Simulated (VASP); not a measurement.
# SnSe: input slips in a phonon run and what they do, part 3 of 3

Aim: see how common mistakes in a phonon run show up, on SnSe. The starting structure is a cell with measured lattice constants from the literature and the atomic positions of a computed structure of the Materials Project.

VASP 6.6.1.

Results so far: reference B2g (2) 181.6 cm⁻¹; a k mesh far too coarse B2g (2) 230.9 cm⁻¹.

**4. Modes with low precision and real-space projectors**

Level of this step: LDA; plane waves and PAW (Sn_d, Se) (VASP).

A slip made on purpose: low precision and real-space projectors. Against step 2 the input has PREC = Low and LREAL = Auto (also changed: NELM).

File INCAR:

```
SYSTEM = SnSe
PREC = Low
ENCUT = 450
EDIFF = 1E-08
NELM = 60
ISMEAR = 0
SIGMA = 0.03
LREAL = Auto
ALGO = Normal
GGA = CA
NBANDS = 49
LORBIT = 11
LWAVE = .FALSE.
LCHARG = .FALSE.
KPAR = 8
IBRION = 6
NFREE = 2
POTIM = 0.015
NSW = 1
ISIF = 2
```

File POSCAR:

```
SnSe
1.0
   11.3661067111      0.0000000000      0.0000000000
    0.0000000000      4.1217227180      0.0000000000
    0.0000000000      0.0000000000      4.3124459782
Sn Se
4 4
Direct
    0.1177216440      0.7500000000      0.0922680664
    0.3822783560      0.2500000000      0.5922680664
    0.8822783560      0.2500000000      0.9077319336
    0.6177216440      0.7500000000      0.4077319336
    0.8572103145      0.7500000000      0.4776805689
    0.3572103145      0.7500000000      0.0223194311
    0.6427896855      0.2500000000      0.9776805689
    0.1427896855      0.2500000000      0.5223194311
```

File KPOINTS:

```
Automatic mesh
0
Gamma
2 6 6
0 0 0
```

Potentials, in the order of the species: Sn_d and Se (LDA family, release 64).

On the command line:

```bash
mpirun -np 8 vasp_std
```

The log of the run:

```text
[banner, memory and clock lines left out]
running    8 mpi-ranks, on    1 nodes
[...]
[... a notice as in an earlier step ...]

|                                                                             |
|               ----> ADVICE to this user running VASP <----                  |
|                                                                             |
|     You have a (more or less) 'small supercell' and for smaller cells       |
|     it is recommended to use the reciprocal-space projection scheme!        |
|     The real-space optimization is not efficient for small cells and it     |
|     is also less accurate ...                                               |
|     Therefore, set LREAL=.FALSE. in the INCAR file.                         |
|                                                                             |

 LDA part: xc-table for (Slater(with rela. corr.)+CA(PZ))
 , standard interpolation
 POSCAR, INCAR and KPOINTS ok, starting setup
[...]
entering main loop
[...]
DAV:   4    -0.387589244929E+02   -0.94356E+01   -0.92683E+01  3754   0.536E+01
[...]
DAV:  13    -0.383662115958E+02   -0.41823E-06   -0.42628E-06  3863   0.847E-03    0.119E-03
DAV:  14    -0.383662115996E+02   -0.37835E-08   -0.17001E-07  3857   0.223E-03    0.707E-04
DAV:  15    -0.383662115959E+02    0.36507E-08   -0.19552E-08  2468   0.829E-04
   1 F= -.38366212E+02 E0= -.38366212E+02  d E =-.649044E-15
[... from here on, the cycles between the ionic steps are left out ...]
   2 F= -.38364888E+02 E0= -.38364888E+02  d E =-.646077E-17
   3 F= -.38364295E+02 E0= -.38364295E+02  d E =-.130638E-13
   4 F= -.38365864E+02 E0= -.38365864E+02  d E =-.820872E-15
   5 F= -.38365864E+02 E0= -.38365864E+02  d E =-.433438E-15
   6 F= -.38357828E+02 E0= -.38357828E+02  d E =-.882809E-16
   7 F= -.38369252E+02 E0= -.38369252E+02  d E =-.288107E-14
   8 F= -.38364101E+02 E0= -.38364101E+02  d E =-.101216E-17
   9 F= -.38363435E+02 E0= -.38363435E+02  d E =-.390659E-13
  10 F= -.38363718E+02 E0= -.38363718E+02  d E =-.662414E-15
  11 F= -.38363718E+02 E0= -.38363718E+02  d E =-.586263E-15
  12 F= -.38366119E+02 E0= -.38366119E+02  d E =-.432487E-15
  13 F= -.38366883E+02 E0= -.38366883E+02  d E =-.810714E-15
 Finite differences progress:
  Degree of freedom:   6/  6
  Displacement:        2/  2
  Total:              12/ 12
```

It took 2.2 min on 8 MPI ranks of Intel Xeon 6975P-C (Granite Rapids), shared host; peak memory 3.5 GiB; 17 min of CPU time.

From OUTCAR (step 4):

```text
  Total       -2.6102045      1.5845188      1.6254300      0.0000000      0.0000000     -0.0078944
  in kB      -20.7000291     12.5659060     12.8903494      0.0000000      0.0000000     -0.0626057
  external PRESSURE =       1.5854088 kB  Pullay stress =       0.0000000 kB

 POSITION                                       TOTAL-FORCE (eV/Angst)
 -----------------------------------------------------------------------------------
      1.33804      3.09129      0.39790         0.141602      0.000000     -0.485900
      4.34502      1.03043      2.55412        -0.145729      0.000000     -0.485188
     10.02807      1.03043      3.91454        -0.155301      0.000000      0.365756
      7.02109      3.09129      1.75832         0.140109      0.000000      0.400382
      9.74314      3.09129      2.04497        -0.135160      0.000000      0.224498
      4.06009      3.09129      0.09625        -0.178187      0.000000      0.086864
      7.30602      1.03043      4.21619         0.166060      0.000000     -0.190479
      1.62296      1.03043      2.25247         0.166607      0.000000      0.084068
 -----------------------------------------------------------------------------------
    total drift:                                0.039223      0.000000      0.346542

  FREE ENERGIE OF THE ION-ELECTRON SYSTEM (eV)
  ---------------------------------------------------
  free  energy   TOTEN  =       -38.3668833117 eV

  energy  without entropy=      -38.3668833117  energy(sigma->0) =      -38.36688331

[... 2 parts as in an earlier step ...]

[... 1 further part left out ...]
[key lines of the parts left out:]
E-fermi :   6.2015
```

Three frequencies should lie near zero, those of the translations, and here fewer than three do (the smallest in size are -52.4, -54.2 and 58.3 cm⁻¹), so no mode of this run is used. As printed, the frequencies run from -99.4 to 295.9 cm⁻¹, imaginary ones as negative numbers.

**5. Modes with a loose electronic threshold**

A slip made on purpose: a loose electronic threshold. Against step 2 the input has EDIFF = 1E-04 (also changed: NELM).

Changes to INCAR since step 4:

```diff
@@ -1,5 +1,5 @@
 SYSTEM = SnSe
-PREC = Low
+PREC = Accurate
 ENCUT = 450
-EDIFF = 1E-08
+EDIFF = 1E-04
 NELM = 60
@@ -7,3 +7,3 @@
 SIGMA = 0.03
-LREAL = Auto
+LREAL = .FALSE.
 ALGO = Normal
```

POSCAR is that of step 4.

KPOINTS is that of step 4.

On the command line:

```bash
mpirun -np 8 vasp_std
```

The log of the run:

```text
[banner, memory and clock lines left out]
running    8 mpi-ranks, on    1 nodes
[...]
[... a notice as in an earlier step ...]

 LDA part: xc-table for (Slater(with rela. corr.)+CA(PZ))
 , standard interpolation
 POSCAR, INCAR and KPOINTS ok, starting setup
[...]
entering main loop
       N       E                     dE             d eps       ncg     rms          rms(c)
[... 9 cycles as in an earlier step ...]
DAV:  10    -0.379763410458E+02    0.34245E-04   -0.59174E-04  3218   0.142E-01
   1 F= -.37976341E+02 E0= -.37976341E+02  d E =-.436863E-15
[... from here on, the cycles between the ionic steps are left out ...]
   2 F= -.37975812E+02 E0= -.37975812E+02  d E =-.256617E-17
   3 F= -.37975796E+02 E0= -.37975796E+02  d E =-.756876E-14
   4 F= -.37976119E+02 E0= -.37976119E+02  d E =-.199425E-15
   5 F= -.37976127E+02 E0= -.37976127E+02  d E =-.215274E-15
   6 F= -.37976043E+02 E0= -.37976043E+02  d E =-.237566E-16
   7 F= -.37976073E+02 E0= -.37976073E+02  d E =-.168373E-14
   8 F= -.37975819E+02 E0= -.37975819E+02  d E =-.973033E-18
   9 F= -.37975838E+02 E0= -.37975838E+02  d E =-.882688E-11
  10 F= -.37976031E+02 E0= -.37976031E+02  d E =-.233425E-15
  11 F= -.37976053E+02 E0= -.37976053E+02  d E =-.227224E-15
  12 F= -.37975894E+02 E0= -.37975894E+02  d E =-.213499E-15
  13 F= -.37975969E+02 E0= -.37975969E+02  d E =-.305897E-15
 Finite differences progress:
  Degree of freedom:   6/  6
  Displacement:        2/  2
  Total:              12/ 12
```

Wall time 2.2 min (8 MPI ranks); peak memory 4.3 GiB.

From OUTCAR (step 5):

```text
  Total       -0.0297200     -0.0225256     -0.0868750      0.0000000      0.0000000      0.0303809
  in kB       -0.2356924     -0.1786378     -0.6889554      0.0000000      0.0000000      0.2409333
  external PRESSURE =      -0.3677618 kB  Pullay stress =       0.0000000 kB

 POSITION                                       TOTAL-FORCE (eV/Angst)
 -----------------------------------------------------------------------------------
      1.33804      3.09129      0.39790         0.006330      0.000000     -0.001983
      4.34502      1.03043      2.55412        -0.000035      0.000000     -0.001267
     10.02807      1.03043      3.91454        -0.009002      0.000000     -0.034420
      7.02109      3.09129      1.75832         0.005156      0.000000      0.001967
      9.74314      3.09129      2.04497         0.002166      0.000000      0.057344
      4.06009      3.09129      0.09625        -0.000188      0.000000     -0.001426
      7.30602      1.03043      4.21619        -0.002589      0.000000     -0.015984
      1.62296      1.03043      2.25247        -0.001839      0.000000     -0.004231
 -----------------------------------------------------------------------------------
    total drift:                                0.001822     -0.004767      0.001450

  FREE ENERGIE OF THE ION-ELECTRON SYSTEM (eV)
  ---------------------------------------------------
  free  energy   TOTEN  =       -37.9759691696 eV

  energy  without entropy=      -37.9759691696  energy(sigma->0) =      -37.97596917

[... 2 parts as in an earlier step ...]

[... 1 further part left out ...]
[key lines of the parts left out:]
E-fermi :   6.2058
```

The symmetry labels of these modes could not be matched to those of the other runs. Unlabelled, the frequencies, but for the three nearest zero, run from 58.7 to 191.3 cm⁻¹.

**6. Modes with one-sided displacements**

A slip made on purpose: one-sided displacements. Against step 2 the input has NFREE = 1 (also changed: NELM).

Changes to INCAR since step 5:

```diff
@@ -3,3 +3,3 @@
 ENCUT = 450
-EDIFF = 1E-04
+EDIFF = 1E-08
 NELM = 60
@@ -16,3 +16,3 @@
 IBRION = 6
-NFREE = 2
+NFREE = 1
 POTIM = 0.015
```

POSCAR is that of step 5.

KPOINTS is that of step 5.

On the command line:

```bash
mpirun -np 8 vasp_std
```

The log of the run:

```text
[... set-up lines as in an earlier step ...]
 entering main loop
       N       E                     dE             d eps       ncg     rms          rms(c)
[... 15 cycles as in an earlier step ...]
   1 F= -.37976348E+02 E0= -.37976348E+02  d E =-.265970E-15
[...]
2 F= -.37975819E+02 E0= -.37975819E+02  d E =-.138183E-17
[...]
3 F= -.37976129E+02 E0= -.37976129E+02  d E =-.247725E-15
[...]
4 F= -.37976024E+02 E0= -.37976024E+02  d E =-.256061E-16
[...]
5 F= -.37975818E+02 E0= -.37975818E+02  d E =-.762076E-18
[...]
6 F= -.37976016E+02 E0= -.37976016E+02  d E =-.268516E-15
[...]
7 F= -.37975920E+02 E0= -.37975920E+02  d E =-.227538E-15
 Finite differences progress:
  Degree of freedom:   6/  6
  Displacement:        1/  1
  Total:               6/  6
```

The job ended after 2.7 min (8 MPI ranks; peak memory 4.1 GiB).

OUTCAR, selected parts (step 6):

```text
  Total       -0.0236160      0.0612637      0.0882820      0.0000000      0.0000000     -0.0063422
  in kB       -0.1872852      0.4858472      0.7001139      0.0000000      0.0000000     -0.0502962
  external PRESSURE =       0.3328920 kB  Pullay stress =       0.0000000 kB

 POSITION                                       TOTAL-FORCE (eV/Angst)
 -----------------------------------------------------------------------------------
      1.33804      3.09129      0.39790        -0.002033      0.000000     -0.000141
      4.34502      1.03043      2.55412        -0.003399      0.000000     -0.000768
     10.02807      1.03043      3.91454         0.005779      0.000000      0.037931
      7.02109      3.09129      1.75832        -0.000673      0.000000     -0.000926
      9.74314      3.09129      2.07497        -0.004080      0.000000     -0.057351
      4.06009      3.09129      0.09625        -0.000398      0.000000      0.001766
      7.30602      1.03043      4.21619         0.002449      0.000000      0.014998
      1.62296      1.03043      2.25247         0.002356      0.000000      0.004492
 -----------------------------------------------------------------------------------
    total drift:                               -0.000023     -0.000017      0.000045

  FREE ENERGIE OF THE ION-ELECTRON SYSTEM (eV)
  ---------------------------------------------------
  free  energy   TOTEN  =       -37.9759203433 eV

  energy  without entropy=      -37.9759203433  energy(sigma->0) =      -37.97592034

[... 2 parts as in an earlier step ...]

[... 1 further part left out ...]
[key lines of the parts left out:]
E-fermi :   6.2102
```

With one-sided displacements the compared modes are at the top B2g (2) 181.4, Ag (3) 152.2 cm⁻¹, at the bottom B3g (1) 34.0, Ag (1) 31.8 cm⁻¹, with 14 more of the listed ones between; the largest shift among the levels compared is +2.0 cm⁻¹, in B1u (2), from the reference.

**7. Comparison**

```
                                    run                 ended  B2g (2)  Ag (3)  B1u (3)  B2g (1)  B3u (1)  Au (1)  B3g (1)  Ag (1)  imaginary modes, each partner counted  core minutes
                              reference             converged    181.6   152.3    149.8    142.7     51.5    45.0     34.1    31.3                                      0          40.8
                a k mesh far too coarse             converged    230.9   177.8    160.5    152.1     10.5   -44.5     52.7  -128.0                                      4          2.11
low precision and real-space projectors  finished, not usable        -       -        -        -        -       -        -       -                                      -          17.7
           a loose electronic threshold             converged        -       -        -        -        -       -        -       -                                      0          17.5
                one-sided displacements             converged    181.4   152.2    149.7    144.1     51.8    44.8     34.0    31.8                                      0          21.5
```

Modes are in cm⁻¹, degenerate ones as one, matched between runs by symmetry and order. A number in brackets counts the listed modes of one symmetry from the lowest. The symmetry labels come from an automatic analysis and can be wrong where levels nearly coincide. Levels within 1 cm⁻¹ of another in the first run are left out, since their labels are uncertain. Between the highest four and the lowest four, 10 more are left out. Core minutes are wall time times ranks of the run shown, on a shared host.

**8. What came out**

| Quantity | Value |
| --- | --- |
| B2g (2), reference | 181.6 cm⁻¹ |
| Ag (1), reference | 31.3 cm⁻¹ |
| B2g (2), a k mesh far too coarse | 230.9 cm⁻¹ |
| Ag (1), a k mesh far too coarse | -128.0 cm⁻¹ |
| B2g (2), one-sided displacements | 181.4 cm⁻¹ |
| Ag (1), one-sided displacements | 31.8 cm⁻¹ |
| run with low precision and real-space projectors | finished, not usable |

Finished, but so rough that the translations don't all come out near zero: low precision and real-space projectors. Finished, but with signs in the output that stand out against the reference: a k mesh far too coarse, with B1u (1) turned imaginary, like 2 more of the compared levels (signs: a pressure of 10.0 GPa on the undisplaced cell, forces of up to 3.13 eV/Å on the undisplaced atoms and imaginary modes); a loose electronic threshold, with modes from 59 to 191 cm⁻¹ that don't match the reference one by one (signs: a translation at -14 cm⁻¹ instead of zero); one-sided displacements, with modes among those compared off by up to +2.0 cm⁻¹, in B1u (2) (signs: a translation at -4 cm⁻¹ instead of zero). The frequencies are harmonic, and the splitting of polar modes by their long-range field is left out. Further runs on this material are not shown.

[Lines on the potential files, build, host, timing and source positions are cut from VASP's logs without a mark.]

[Logs are printed without paths, hosts, clocks, repeated set-up lines and the standing remarks that a program may print on its own settings, such as how far it seeks lower states.]

[Hosts, paths, dates, database ids (printed as entryN), source tags and the programs' standing remarks are cut or masked in the printed files.]
